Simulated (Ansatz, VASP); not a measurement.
# Two plane-wave programs on Ca

```xyz
2
Lattice="3.8375 0.0000 0.0000 -1.9187 3.3233 0.0000 0.0000 0.0000 6.3930" Properties=species:S:1:pos:R:3 pbc="T T T"
Ca    0.0000    2.2156    1.5983
Ca    1.9187    1.1078    4.7948
```

Alike in both runs: functional PBEsol; k mesh 10 × 10 × 5; occupations fermi-dirac, width 0.05 eV; no spin polarisation.

Ansatz relaxed the structure, and its values are those at the end. VASP's run is a single point on that final structure, the one shown.

|  | VASP | Ansatz |
| --- | --- | --- |
| version | VASP 6.6.1 | Ansatz 0.2.0 |
| potentials or method | VASP PAW PBE potentials, release 64 (Ca_sv) | PAW with Ansatz's default frozen-core files, scalar-relativistic |
| plane-wave cutoff (eV) | 520 | 420 |
| valence electrons in the cell | 20 | 20 |

|  | VASP | Ansatz | Ansatz less VASP |
| --- | --- | --- | --- |
| pressure (GPa) | 0.0 | 0.0 | -0.01 |

Caveats: the PAW data sets were made with another functional, which shifts forces and pressure a little (VASP).
